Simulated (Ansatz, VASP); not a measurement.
**Zr in VASP and in Ansatz**

```
CELL_PARAMETERS angstrom
3.17898 0.00000 0.00000
-1.58949 2.75308 0.00000
0.00000 0.00000 5.08331
ATOMIC_POSITIONS crystal
Zr 0.33333 0.66667 0.25000
Zr 0.66667 0.33333 0.75000
```

Alike in both runs: functional PBE; k mesh 9 × 9 × 4; occupations gaussian, width 0.1 eV; no spin polarisation.

Ansatz relaxed the structure, and its values are those at the end. VASP's run is a single point on that final structure, the one shown.

|  | VASP | Ansatz |
| --- | --- | --- |
| version | VASP 6.6.1 | Ansatz 0.2.0 |
| potentials or method | VASP PAW PBE potentials, release 64 (Zr_sv) | scalar-relativistic, plane waves, PAW |
| plane-wave cutoff (eV) | 520 | 420 |
| valence electrons in the cell | 24 | 24 |

```tsv
	VASP	Ansatz	Ansatz less VASP
gap on the k mesh at the Fermi level (eV)	none	none	-
pressure (GPa)	5.4	5.4	-0.02
```

A gap of «none» marks a metal or a gap that the smearing closes.
